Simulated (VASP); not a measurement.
PtS2, 3 atoms in the cell. Symmetry: P-3m1, No. 164, trigonal system. Conventional cell: a = 3.549 Å, b = 3.549 Å, c = 5.597 Å, α = 90.00°, β = 90.00°, γ = 120.00°. Pt (site symmetry -3m) has 6 S at 2.39 Å as nearest neighbours. S (site symmetry 3m) has 3 Pt at 2.39 Å as nearest neighbours. The cell is a database's computed one.

- Program: VASP 6.6.1
- Task: single point
- Functional: PBEsol
- Potentials or basis: VASP PAW PBE potentials, release 64 (Pt, S)
- Cutoff: 520 eV
- k mesh: 9 × 9 × 6
- Occupations: gaussian, width 0.02 eV
- Spin: no spin polarisation
- Further INCAR settings: ALGO = Normal; EDIFF = 1e-06; NBANDS = 18

Potentials or basis: VASP PAW PBE potentials, release 64 (Pt, S).

The run is started by

```bash
$ cat potpaw_PBE.64/Pt/POTCAR potpaw_PBE.64/S/POTCAR > POTCAR
$ mpirun -np 1 vasp_std > vasp.out
```

Hardware: 1 thread of Intel(R) Xeon(R) Platinum 8488C (Sapphire Rapids), with other jobs on the host.

**Question.** Estimate the wall time of this run.

**Answer.** Run time: 34 s on 1 thread of Intel(R) Xeon(R) Platinum 8488C (Sapphire Rapids), with other jobs on the host, peak memory 0.21 GiB. Counts: scf iterations 13, k points 62.
